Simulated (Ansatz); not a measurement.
Theory: DFT, RPBE, plane waves (420 eV) with PAW, scalar-relativistic in Ansatz 0.2.0. The PAW files were generated under PBE, with cores re-solved for the functional.

An element in the omega (AlB2-type) structure gives this curve. The cell is scaled uniformly from the relaxed one, with fractional coordinates and shape fixed. Energies are extrapolated to zero smearing, pressures are those at the given smearing. Magnetic state: spin not included.

```tsv
V (Å³/atom)	E − E₀ (meV/atom)	P (GPa)
16.829	79.1	12.92
17.593	31.5	7.38
18.358	7.0	3.18
19.123	0.0	-0.03
19.888	6.4	-2.46
20.653	22.9	-4.29
21.418	47.0	-5.66
```

(1) Which element is it?
A. titanium
B. gallium
C. silver
D. tungsten

## Answers

(1) C. Its fit is V₀ = 19.10 Å³/atom, B₀ = 70 GPa, B₀′ = 5.9.
